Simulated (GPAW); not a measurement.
# BN (Fmm2) in GPAW: convergence with plane-wave cutoff (eV)

Aim: find how far plane-wave cutoff (eV) must go before the results for BN settle, at RPBE. This setting moves, with any that are tied to it; all else stays.

Everything below comes from runs of GPAW 26.7.0. Logs are shortened: lines on timing, memory, paths and dates and some standing lists are left out, and cuts for length are marked. The log counts tension as positive stress, the text compression.

### Step 1. Starting point

Symmetry: Fmm2, No. 42, orthorhombic system. The conventional cell has a = 2.503 Å, b = 6.991 Å, c = 4.332 Å, α = 90.00°, β = 90.00°, γ = 90.00°. N (site symmetry mm2) has 3 B at 1.44 Å as nearest neighbours. B (site symmetry mm2) is surrounded by 3 N at 1.44 Å.

Measurements of this composition are mostly on another form, of space group No. 194.

### Step 2. With plane-wave cutoff (eV) 300

Input file run.py:

```python
from ase import Atoms
from ase.dft.bandgap import bandgap
from ase.io import write
from ase.units import GPa
from gpaw import GPAW, PW

atoms = Atoms(['N', 'B'],
              cell=[[0.0, 3.49531583, 2.16609124],
                    [1.2516321, 0.0, 2.16609124],
                    [1.2516321, 3.49531583, 0.0]],
              scaled_positions=[[0.66665134, 0.66665134, 0.33334866],
                                [0.00004865, 0.00004865, 0.99995135]],
              pbc=True)

calc = GPAW(mode=PW(300),
            xc='RPBE',
            kpts={'size': (8, 8, 8), 'gamma': True},
            occupations={'name': 'fermi-dirac', 'width': 0.05},
            nbands=11,
            convergence={'density': 1e-05, 'energy': 1e-05},
            maxiter=100,
            txt='gpaw.txt')
atoms.calc = calc
energy = atoms.get_potential_energy()
forces = atoms.get_forces()
stress = atoms.get_stress()
calc.write('gs.gpw')
write('result.traj', atoms)
print(f'Energy: {energy:.6f} eV')
print('Forces (eV/A):')
print(forces.round(4))
print('Stress (GPa):', (stress / GPa).round(3))
print('Fermi level:', round(calc.get_fermi_level(), 4), 'eV')
print(f'Gap: {bandgap(calc)[0]:.4f} eV, direct: {bandgap(calc, direct=True)[0]:.4f} eV')
```

Potentials or basis: the program's PAW data sets (release 1.2.1) made for this functional, pw.

On the command line:

```sh
$ OMP_NUM_THREADS=1 python run.py
```

Run time: 16 s. Hardware: 1 thread of Arm Neoverse V1, shared host; peak memory 0.13 GiB.

Results:

- Free energy: -11.3726 eV
- Pressure: -75.1 GPa
- Largest force: 0.003 eV/Å
- Band gap on the k mesh: 3.67 eV, indirect (least direct gap 4.71 eV)

### Step 3. With plane-wave cutoff (eV) 350

run.py: that of step 2 with these lines changed.

```diff
@@ -14,3 +14,3 @@
 
-calc = GPAW(mode=PW(300),
+calc = GPAW(mode=PW(350),
             xc='RPBE',
```

Potentials or basis: the program's PAW data sets (release 1.2.1) made for this functional, pw.

On the command line:

```sh
$ OMP_NUM_THREADS=1 python run.py
```

It took 16 s on 1 thread of Arm Neoverse V1, shared host; peak memory 0.13 GiB.

What came out:

```
Free energy            : -13.5374 eV
Pressure               : -55.9 GPa
Largest force          : 0.011 eV/Å
Band gap on the k mesh : 3.82 eV, indirect (least direct gap 4.70 eV)
```

### Step 4. With plane-wave cutoff (eV) 400

run.py: that of step 3 with these lines changed.

```diff
@@ -14,3 +14,3 @@
 
-calc = GPAW(mode=PW(350),
+calc = GPAW(mode=PW(400),
             xc='RPBE',
```

On the command line:

```sh
$ OMP_NUM_THREADS=1 python run.py
```

Run time: 14 s. Hardware: 1 thread of Arm Neoverse V1, shared host; peak memory 0.13 GiB.

Results:

```yaml
Free_energy: -14.8638 eV
Pressure: -38.8 GPa
Largest_force: 0.008 eV/Å
Band_gap_on_the_k_mesh: 3.88 eV, indirect (least direct gap 4.86 eV)
```

### Step 5. With plane-wave cutoff (eV) 500

run.py: that of step 4 with these lines changed.

```diff
@@ -14,3 +14,3 @@
 
-calc = GPAW(mode=PW(400),
+calc = GPAW(mode=PW(500),
             xc='RPBE',
```

On the command line:

```sh
$ OMP_NUM_THREADS=1 python run.py
```

Run time: 28 s. Hardware: 1 thread of Arm Neoverse V1, shared host; peak memory 0.15 GiB.

What came out:

| Item | Value |
| --- | --- |
| Free energy | -16.2078 eV |
| Pressure | -13.1 GPa |
| Largest force | 0.010 eV/Å |
| Band gap on the k mesh | 3.90 eV, indirect (least direct gap 4.86 eV) |

### Step 6. With plane-wave cutoff (eV) 600

run.py: that of step 5 with these lines changed.

```diff
@@ -14,3 +14,3 @@
 
-calc = GPAW(mode=PW(500),
+calc = GPAW(mode=PW(600),
             xc='RPBE',
```

Potentials or basis: the program's PAW data sets (release 1.2.1) made for this functional, pw.

On the command line:

```sh
$ OMP_NUM_THREADS=1 python run.py
```

Run time: 30 s. Hardware: 1 thread of Arm Neoverse V1, shared host; peak memory 0.15 GiB.

The run converged. Its results:

* Free energy: -16.6438 eV
* Pressure: -0.6 GPa
* Largest force: 0.009 eV/Å
* Band gap on the k mesh: 3.95 eV, indirect (least direct gap 4.88 eV)

### Step 7. With plane-wave cutoff (eV) 700

run.py: that of step 6 with these lines changed.

```diff
@@ -14,3 +14,3 @@
 
-calc = GPAW(mode=PW(600),
+calc = GPAW(mode=PW(700),
             xc='RPBE',
```

On the command line:

```sh
$ OMP_NUM_THREADS=1 python run.py
```

It took 42 s on 1 thread of Arm Neoverse V1, shared host; peak memory 0.17 GiB.

Results (log left out):

```
Free energy            : -16.7786 eV
Pressure               : 4.4 GPa
Largest force          : 0.009 eV/Å
Band gap on the k mesh : 3.95 eV, indirect (least direct gap 4.88 eV)
```

### Step 8. With plane-wave cutoff (eV) 800

run.py: that of step 7 with these lines changed.

```diff
@@ -14,3 +14,3 @@
 
-calc = GPAW(mode=PW(700),
+calc = GPAW(mode=PW(800),
             xc='RPBE',
```

On the command line:

```sh
$ OMP_NUM_THREADS=1 python run.py
```

Run time: 44 s. Hardware: 1 thread of Arm Neoverse V1, shared host; peak memory 0.17 GiB.

The run converged. Its results:

```
Free energy            : -16.8188 eV
Pressure               : 6.2 GPa
Largest force          : 0.009 eV/Å
Band gap on the k mesh : 3.95 eV, indirect (least direct gap 4.89 eV)
```

### Step 9. With plane-wave cutoff (eV) 1000

run.py: that of step 8 with these lines changed.

```diff
@@ -14,3 +14,3 @@
 
-calc = GPAW(mode=PW(800),
+calc = GPAW(mode=PW(1000),
             xc='RPBE',
```

Potentials or basis: the program's PAW data sets (release 1.2.1) made for this functional, pw.

On the command line:

```sh
$ OMP_NUM_THREADS=1 python run.py
```

Run time: 58 s. Hardware: 1 thread of Arm Neoverse V1, shared host; peak memory 0.2 GiB.

The run converged. Its results:

* Free energy: -16.8338 eV
* Pressure: 7.0 GPa
* Largest force: 0.009 eV/Å
* Band gap on the k mesh: 3.95 eV, indirect (least direct gap 4.89 eV)

### Step 10. With plane-wave cutoff (eV) 1200

run.py: that of step 9 with these lines changed.

```diff
@@ -14,3 +14,3 @@
 
-calc = GPAW(mode=PW(1000),
+calc = GPAW(mode=PW(1200),
             xc='RPBE',
```

Potentials or basis: the program's PAW data sets (release 1.2.1) made for this functional, pw.

On the command line:

```sh
$ OMP_NUM_THREADS=1 python run.py
```

gpaw.txt:

```text
__  _  _
 | _ |_)|_||  |
 |__||  | ||/\| - 26.7.0

Input parameters:
  mode=PW(ecut=1200.0),
  convergence={'density': 1e-05, 'energy': 1e-05},
  kpts=MonkhorstPack(size=(8, 8, 8), gamma=True),
  maxiter=100,
  nbands=11,
  occupations=Occupations(name='fermi-dirac', width=0.05),
  xc=XC(name='RPBE')

Diagonalizing LCAO Hamiltonian
Converting LCAO to pw mode

       N

       B

Atoms  # Å, Bohr magnetons
|   | symbol |        x |        y |        z |    initial magnetic moments |
|---|--------|----------|----------|----------|-----------------------------|
| 0 |      N | 1.251632 | 3.495316 | 2.888055 | ( 0.0000,  0.0000,  0.0000) |
| 1 |      B | 1.251632 | 3.495316 | 0.000211 | ( 0.0000,  0.0000,  0.0000) |

Unit cell  # Å
| periodic |        x |        y |        z |  lengths |    angles |
|----------|----------|----------|----------|----------|-----------|
|      yes | 0.000000 | 3.495316 | 2.166091 | 4.112078 | 80.289625 |
|      yes | 1.251632 | 0.000000 | 2.166091 | 2.501706 | 36.845822 |
|      yes | 1.251632 | 3.495316 | 0.000000 | 3.712656 | 62.864553 |

Number of symmetries: 4
Symmetry operations  # r_c * U_cc + t_c -> r_c
|   | kind |            matrix            |
|---|------|------------------------------|
| 0 |  σ   |  1, 0, 0,  1, 0,-1,  1,-1, 0 |
| 1 |  E   |  1, 0, 0,  0, 1, 0,  0, 0, 1 |
| 2 |  C2  |  0, 1,-1,  1, 0,-1,  0, 0,-1 |
| 3 |  σ   |  0, 1,-1,  0, 1, 0, -1, 1, 0 |

BZ-sampling:
  Number of BZ points: 512
  Number of IBZ points: 95

  Monkhorst-Pack size: [8, 8, 8]
  Monkhorst-Pack shift: [0.0625, 0.0625, 0.0625]

K-points  # in reciprocal-cell coordinates
|     |                                coordinates |     weight |
|-----|--------------------------------------------|------------|
|   0 | (  0.00000000,   0.00000000,   0.00000000) | 0.00195312 |
|   1 | (  0.00000000,   0.12500000,   0.12500000) | 0.00390625 |
|   2 | (  0.00000000,   0.25000000,   0.25000000) | 0.00390625 |
|   3 | (  0.00000000,   0.37500000,   0.37500000) | 0.00390625 |
|   4 | (  0.00000000,   0.50000000,   0.50000000) | 0.00195312 |
|   5 | (  0.12500000,  -0.37500000,   0.50000000) | 0.00390625 |
|   6 | (  0.12500000,   0.00000000,   0.12500000) | 0.00390625 |
|   7 | (  0.12500000,   0.12500000,   0.00000000) | 0.00390625 |
|   8 | (  0.12500000,   0.12500000,   0.12500000) | 0.01562500 |
|   9 | (  0.12500000,   0.12500000,   0.25000000) | 0.00781250 |
| ... |                                            |            |
|  94 | (  0.50000000,   0.50000000,   0.50000000) | 0.00781250 |

Plane wave coefficients: 1804
Cutoff: 1200.0 eV

Spin-components: 1 (collinear spins)
Bands:           11
Projectors:      10
Spin-degeneracy: 2
Datatype:        complex128

Parallelization:
  kpt:    1
  domain: 1
  band:   1

Density:
  Valence electrons: 8.0
  Components: 1
  Grid points: [35 35 35]
  Charge: 0.0  # |e|

Potential:
  Grid points: [35 35 35]

species:
  N:
    name:    Nitrogen
    Z:       7.0
    valence: 5
    core:    2
    charge:  0.0  # [|e|]
    compensation charges:
      type: gauss
      rc: 0.18  # [Å]
      lmax: 2
    cutoffs:
      filter: 1.11  # [Å]
      core: 0.96  # [Å]
    projectors
    | kind |    occ | energy [eV] | rcut [Å] |
    |------|--------|-------------|----------|
    |   2s |  2.000 |     -18.658 |    0.603 |
    |   2p |  3.000 |      -7.050 |    0.529 |
    |    s |        |       8.553 |    0.603 |
    |    p |        |      20.161 |    0.529 |
    |    d |        |       0.000 |    0.577 |

    Using partial waves for N as LCAO basis

  B:
    name:    Boron
    Z:       5.0
    valence: 3
    core:    2
    charge:  0.0  # [|e|]
    compensation charges:
      type: gauss
      rc: 0.20  # [Å]
      lmax: 2
    cutoffs:
      filter: 1.14  # [Å]
      core: 1.38  # [Å]
    projectors
    | kind |    occ | energy [eV] | rcut [Å] |
    |------|--------|-------------|----------|
    |   2s |  2.000 |      -9.489 |    0.635 |
    |   2p |  1.000 |      -3.587 |    0.635 |
    |    s |        |      17.723 |    0.635 |
    |    p |        |      23.625 |    0.635 |
    |    d |        |       0.000 |    0.635 |

    Using partial waves for B as LCAO basis

Reference energy: -2154.630243  # eV

eigensolver:
  PPCG
  Converge bands: occupied
  niter=2

density mixing:
  MSR1-Mixer
  Pratt-step length: 0.05
  Maximum mixing coefficient: 0.75
  Old densities: 10
  SVD Regularization: 0.005
  Good broyden scale: 1.0
  Trust region scale: 1.0
  Backstep threshold: 4.0
  History deletion threshold: 6.0
  Fourier metric: weight=20.0, sigma=0.015

occupation numbers:
  Fermi-Dirac:
    width: 0.0500  # eV

poisson solver:
  ecut: 9600.0  # eV

xc functional:
  name: RPBE with 2 nearest neighbor stencil

convergence criteria:
- Maximum integral of absolute [dens]ity change: 1e-05 electrons / valence electron
- Maximum [total energy] change in last 3 cyles: 1e-05 eV / valence electron
- Maximum integral of absolute [eigenst]ate change: 4e-08 eV^2 / valence electron
maximum number of iterations: 100

SCF iterations
|iter     | |      energy | eigst |  dens |
|---------|-|-------------|-------|-------|
|iter:   1| |  -18.366983 | +0.52 |       |
|iter:   2| |  -18.050684 | -1.32 | -0.64 |
|iter:   3| |  -16.849822 | -0.98 | -0.69 |
|iter:   4| |  -16.834731 | -2.39 | -1.32 |
|iter:   5| |  -16.836001 | -3.07 | -1.69 |
|iter:   6| |  -16.836410 | -4.30 | -2.29 |
|iter:   7| |  -16.836415 | -5.94 | -3.38 |
|iter:   8| |  -16.836416c| -7.00 | -3.88 |
|iter:   9| |  -16.836416c| -7.62c| -4.94 |
|iter:  10| |  -16.836416c| -8.11c| -5.48c|

Converged in 10 steps
Energy contributions relative to reference atoms: (reference = -2154.630243)

Energy contributions:
  Kinetic:          18.589584
  Coulomb:         -18.697641
  Zero:              0.135618
  External:          0.000000
  Xc:              -16.863977
  Entropy:          -0.000000
  Spinorbit:         0.000000
  ----------------------------
  Free energy:     -16.836416
  Extrapolated:    -16.836416

dipole moment: (0.000000, 0.000000, -5.768184)  # |e|*Ang

Fermi level: 4.704
Eigenvalues  # (at kpt = [0.000, 0.000, 0.000])
| band index |      eig [eV] | occ [0-2] |
|------------|---------------|-----------|
|          0 |       -14.156 |     2.000 |
|          1 |        -0.700 |     2.000 |
|          2 |         2.373 |     2.000 |
|          3 |         2.380 |     2.000 |
|          4 |         8.942 |     0.000 |
|          5 |        15.355 |     0.000 |
|          6 |        15.413 |     0.000 |
|          7 |        16.848 |     0.000 |
|          8 |        18.236 |     0.000 |
|          9 |        29.524 |     0.000 |
|         10 |        30.823 |     0.000 |

Gap: 3.954 eV
Transition (v -> c):
  (s=0, k=85, n=3, [0.50, 0.38, -0.12]) -> (s=0, k=4, n=4, [0.00, 0.50, 0.50])
Direct/indirect transitions are different
Direct gap: 4.886 eV
Transition at: (s=0, k=3, n=3, [0.00, 0.38, 0.38])

Forces  # eV/Ang
|       x |       y |        z |
|---------|---------|----------|
| 0.00000 | 0.00000 | -0.00876 |  # N    0
| 0.00000 | 0.00000 |  0.00875 |  # B    1

Stress tensor  # eV/Ang^3
|         x |         y |         z |
|-----------|-----------|-----------|
| -0.054647 |  0.000000 |  0.000000 |
|  0.000000 | -0.021823 |  0.000000 |
|  0.000000 |  0.000000 | -0.054915 |

# Writing to gs.gpw (mode='')
```

stdout:

```text
<dir> UserWarning: The angles between your unit-cell vectors are 80.3, 36.8 and 62.9 degrees.  Results may be wrong!  Please Niggli-reduce your unit-cell so that the angles are closer to 90 degrees:

  from ase.build import niggli_reduce
  niggli_reduce(atoms)

  warnings.warn(
<dir> UserWarning: Initial realspace grid (35,20,30) inconsistent with symmetries.
  warnings.warn(
<dir> UserWarning: Using symmetrized grid: (35,35,35).

  warnings.warn('Using symmetrized grid: ({},{},{}).\n'.format(*N_c))
Energy: -16.836416 eV
Forces (eV/A):
[[ 0.      0.     -0.0088]
 [ 0.      0.      0.0088]]
Stress (GPa): [-8.755 -3.496 -8.798  0.     0.     0.   ]
Fermi level: 4.7042 eV
Gap: 3.9543 eV, direct: 4.8860 eV
```

Wall time 94 s (1 thread of Arm Neoverse V1, shared host); peak memory 0.23 GiB.

Results:

```
Free energy            : -16.8364 eV
Pressure               : 7.0 GPa
Largest force          : 0.009 eV/Å
Band gap on the k mesh : 3.95 eV, indirect (least direct gap 4.89 eV)
```

### Step 11. Result

| plane-wave cutoff (eV) | energy less the tightest run, at zero smearing (meV/atom) | pressure (GPa) | largest force (eV/Å) | gap on the mesh (eV) | SCF cycles | CPU time (s) | peak memory (GiB) |
| --- | --- | --- | --- | --- | --- | --- | --- |
| 300 | 2731.91 | -75.13 | 0.003 | 3.666 | 9 | 16 | 0.13 |
| 350 | 1649.52 | -55.91 | 0.011 | 3.822 | 9 | 16 | 0.13 |
| 400 | 986.30 | -38.80 | 0.008 | 3.882 | 9 | 14 | 0.13 |
| 500 | 314.29 | -13.12 | 0.010 | 3.899 | 9 | 28 | 0.15 |
| 600 | 96.33 | -0.65 | 0.009 | 3.948 | 10 | 30 | 0.15 |
| 700 | 28.90 | 4.43 | 0.009 | 3.952 | 10 | 42 | 0.17 |
| 800 | 8.82 | 6.22 | 0.009 | 3.955 | 10 | 44 | 0.17 |
| 1000 | 1.32 | 6.96 | 0.009 | 3.954 | 10 | 58 | 0.2 |
| 1200 | 0.00 | 7.02 | 0.009 | 3.954 | 10 | 94 | 0.23 |

Against the tightest run, the pressure stays within 0.1 GPa from 1000 on; the largest force stays within 0.005 eV/Å from 350 on; the gap on the mesh stays within 0.01 eV from 600 on. Not settled before the last step: the energy (to 1 meV/atom). The tightest run that finished is the yardstick and may itself not be fully converged.

Caveats: the program warned that so skewed a cell can give wrong results.
